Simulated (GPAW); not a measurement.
Runs of GPAW 26.7.0 on GaN. The structure is cubic, space group F-43m (No. 216). Conventional cell: a = 4.507 Å, b = 4.507 Å, c = 4.507 Å, α = 90.00°, β = 90.00°, γ = 90.00°. Ga (site symmetry -43m) is surrounded by 4 N at 1.95 Å. Around N (site symmetry -43m) lie 4 Ga at 1.95 Å. The cell is a database's computed one.

```tsv
task	level	potentials or basis	spin	k mesh	cutoff (eV)	maxiter	eigensolver	band path	band points	spin axis theta (degrees)	gap on the mesh (eV)	pressure (GPa)
single point	LDA	the program's PAW data sets (release 1.2.1) made for this functional, pw	off	8 × 8 × 8	650	80	-	-	-	-	1.87	-2.4
single point	TB-mBJ	GPAW PAW data sets for LDA (gpaw-data 1.2.1), pw	off	10 × 10 × 10	800	150	-	-	-	-	3.23	-
band structure	BLYP	PAW data sets generated in the run's folder for this functional, pw	SOC, no magnetisation	10 × 10 × 10	800	150	davidson	GXWKGLUWLK,UX	100	0	1.96	(a)
band structure	r4SCAN	GPAW PAW data sets (gpaw-data 1.2.1), pw	SOC, no magnetisation	10 × 10 × 10	800	150	-	GXWKGLUWLK,UX	60	0	2.24	(b)
```

Alike in all rows: cell as given; smearing fermi-dirac 0.05 eV.

Question: Fill in the values left out.

Answer: (a) 17.1; (b) 4.0.

Caveats: the PAW data sets were made with another functional, which shifts forces and pressure a little (some runs); spin-orbit coupling was added after a scalar SCF, so levels and gaps hold it while energy, forces, pressure and moments don't (some runs); this program's spin-orbit splittings come out too wide for heavy elements (some runs); the cutoff is short for stress and forces, so pressures can be off by a GPa or more (some runs); a model potential gives levels but no total energy (some runs); so large a pressure means that the cell lies far from this level's equilibrium, or that cutoff or potentials fall short (some runs).

A k mesh can miss the band edges, and rows without SOC leave out spin-orbit coupling on Ga.

Runs at the PBE level aren't shown here.
